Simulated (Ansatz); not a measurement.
SnTe:

```
CELL_PARAMETERS angstrom
0.00000 3.15085 3.15085
3.15085 0.00000 3.15085
3.15085 3.15085 0.00000
ATOMIC_POSITIONS crystal
Te 0.50000 0.50000 0.50000
Sn 0.00000 0.00000 0.00000
```

Base run:

| Item | Value |
| --- | --- |
| Program | Ansatz 0.2.0 |
| Functional | LDA |
| Potentials or basis | Ansatz PAW |
| Cutoff | 420 eV (not typed: the program's choice for these potentials) |
| k mesh | 5 × 5 × 5 |
| Occupations | fermi-dirac, width 0.05 eV |
| Spin | spin-orbit coupling, no magnetisation |

Its results: pressure -1.6 GPa.

Q: The run is repeated on the same cell with these changes: functional from LDA to PBEsol. What comes out?

A: Pressure -0.4 GPa.

PBEsol binds less tightly than LDA, so the same cell stands under more pressure.

Caveats: the PAW data sets come from PBE, with cores solved anew for the run's functional, which leaves a small shift of forces and pressure.
